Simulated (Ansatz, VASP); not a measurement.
## MnS in VASP and in Ansatz

INCAR

```
SYSTEM = MnS
  PREC = Accurate
  ENCUT = 520
  EDIFF = 1E-6
  ISMEAR = -1
  SIGMA = 0.3
  LREAL = .False.
  LASPH = .True.
  NELM = 150
  ALGO = Normal
  ISIF = 2
  LWAVE = .False.
  LCHARG = .False.
  ISPIN = 2
  MAGMOM = 2.8 0
  LORBIT = 11
  LMAXMIX = 4
  GGA = PS
  NBANDS = 20
```

Contents of KPOINTS:

```
regular mesh
0
Gamma
  7 7 7
  0 0 0
```

File POSCAR:

```
MnS
1.0
    3.0990400000      0.0000000000      0.0000000000
    0.0000000000      3.0990400000      0.0000000000
    0.0000000000      0.0000000000      3.0990400000
Mn S
1 1
Direct
    0.5000000000      0.5000000000      0.5000000000
    0.0000000000      0.0000000000      0.0000000000
```

Input for Ansatz:

```yaml
crystal:
  lattice:
    - [3.09904, 0.0, 0.0]
    - [0.0, 3.09904, 0.0]
    - [0.0, 0.0, 3.09904]
  atoms:
    - { symbol: Mn, position: [0.5, 0.5, 0.5] }
    - { symbol: S, position: [0.0, 0.0, 0.0] }
kpoints:
  mp_grid:
    grid: [7, 7, 7]
    shift: [0.0, 0.0, 0.0]
hamiltonian:
  xc: pbesol
  pseudopotentials:
    kind: paw
magnetization:
  spin_polarized: true
  per_species:
    Mn: 2.8
scf:
  n_extra_bands: 4
  convergence:
    dr2_threshold: 1.0e-06
  occupations:
    method: fermi_dirac
    width: 0.3
output:
  forces: true
  stress: true
  eigenvalues: true
```

Measurements of this composition are mostly on another form, of space group No. 225.

Alike in both runs: task single point; functional PBEsol; k mesh 7 × 7 × 7; occupations fermi-dirac, width 0.3 eV; collinear spin.

|  | VASP | Ansatz |
| --- | --- | --- |
| version | VASP 6.6.1 | Ansatz 0.2.0 |
| potentials or method | VASP PAW PBE potentials, release 64 (Mn_pv, S) | plane waves, PAW |
| plane-wave cutoff (eV) | 520 | 420 |
| valence electrons in the cell | 19 | 21 |

|  | VASP | Ansatz | Ansatz less VASP |
| --- | --- | --- | --- |
| gap on the k mesh at the Fermi level (eV) | none | none | - |
| pressure (GPa) | -9.8 | -10.2 | -0.32 |
| net moment per atom (μB) | 1.73 | 1.73 | -0.004 |
| size of the moment on the site where the two differ most (μB) | 3.38 | 3.37 | -0.010 |

Site moments also hang on the region over which each program counts them. A gap of «none» marks a metal or a gap that the smearing closes. The two sets of potentials don't hold the same shells in valence. Ansatz warned: «force_scf_threshold_loose».

Caveats: the PAW data sets were made with another functional, which shifts forces and pressure a little (VASP); a cell with one magnetic atom can't hold antiferromagnetic order, which such compounds often take; semilocal functionals often make such compounds metallic where correlation or magnetic order opens a gap, which also shifts bond lengths.
